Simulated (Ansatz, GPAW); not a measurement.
## CsSnI3 and the functional, program beside program

```
CELL_PARAMETERS angstrom
6.20570 0.00000 0.00000
0.00000 6.20570 0.00000
0.00000 0.00000 6.20570
ATOMIC_POSITIONS crystal
Cs 0.00000 0.00000 0.00000
I 0.50000 0.50000 0.00000
I 0.50000 0.00000 0.50000
I 0.00000 0.50000 0.50000
Sn 0.50000 0.50000 0.50000
```

Kept alike: task band structure; k mesh 5 × 5 × 5; occupations fermi-dirac, width 0.05 eV; no spin polarisation. The mesh is that of the run's cell of 5 atoms. No spin-orbit coupling.

- A: GPAW; the program's PAW data sets (release 1.2.1) made for this functional (LDA); GPAW PAW data sets (gpaw-data 1.2.1) (PBE); PAW data sets generated for this functional (PBEsol), cutoff 600 eV
- B: Ansatz, all-electron LAPW, scalar-relativistic

| functional | A: pressure (GPa) | B: pressure (GPa) |
| --- | --- | --- |
| LDA | -1.57 | -1.56 |
| PBE | 0.52 | 0.53 |
| PBEsol | -0.69 | -0.69 |

Pressure is positive in compression; plane-wave values hold the error of the finite cutoff.

**Question.** How large is the effect of the functional, and do the programs agree on it?

**Answer.** From LDA to PBE the pressure moves by +2.09 in A, +2.09 in B (GPa). Row by row the programs differ by 0.00 to 0.01, and over this span the shifts, as printed, agree within 1 %. Shifts from LDA: PBE +2.09, +2.09; PBEsol +0.88, +0.87; the programs' shifts differ by up to 0.01.
